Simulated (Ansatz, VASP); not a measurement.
KF: VASP beside Ansatz

Contents of INCAR:

```
SYSTEM = KF
PREC = Accurate ; ENCUT = 520
EDIFF = 1E-6 ; ISMEAR = 0
SIGMA = 0.1 ; LREAL = .FALSE.
LASPH = .TRUE. ; NELM = 100
ALGO = Normal ; ISIF = 2
LWAVE = .FALSE. ; LCHARG = .FALSE.
GGA = PE ; NBANDS = 15
```

The input KPOINTS:

```
Automatic mesh
0
G
  6 6 6
  0 0 0
```

The input POSCAR:

```
KF
1.0
    0.0000000000      2.9283156743      2.9283156743
    2.9283156743      0.0000000000      2.9283156743
    2.9283156743      2.9283156743      0.0000000000
K F
1 1
Direct
    0.0000000000      0.0000000000      0.0000000000
    0.5000000000      0.5000000000      0.5000000000
```

Input for Ansatz:

```yaml
crystal:
  lattice:
    - [0.0, 2.9283156743, 2.9283156743]
    - [2.9283156743, 0.0, 2.9283156743]
    - [2.9283156743, 2.9283156743, 0.0]
  atoms:
    - { symbol: K, position: [0.0, 0.0, 0.0] }
    - { symbol: F, position: [0.5, 0.5, 0.5] }
basis:
  ecutwfc: 420
kpoints:
  mp_grid: { grid: [6, 6, 6] }
hamiltonian:
  xc: pbe
scf:
  occupations: { method: gaussian, width: 0.1 }
output:
  forces: true
  stress: true
  eigenvalues: true
```

Alike in both runs: task single point; functional PBE; k mesh 6 × 6 × 6; occupations gaussian, width 0.1 eV; no spin polarisation.

|  | VASP | Ansatz |
| --- | --- | --- |
| version | VASP 6.6.1 | Ansatz 0.2.0 |
| potentials or method | VASP PAW PBE potentials, release 64 (K_sv, F) | scalar-relativistic, plane waves, PAW |
| plane-wave cutoff (eV) | 520 | 420 |
| valence electrons in the cell | 16 | 16 |

VASP gave:

* gap on the k mesh at the Fermi level (eV): 4.93
* least direct gap on the mesh (eV): 4.93
* pressure (GPa): -3.9

Which values does Ansatz return?

gap on the k mesh at the Fermi level (eV): 4.94; least direct gap on the mesh (eV): 4.94; pressure (GPa): -3.9.
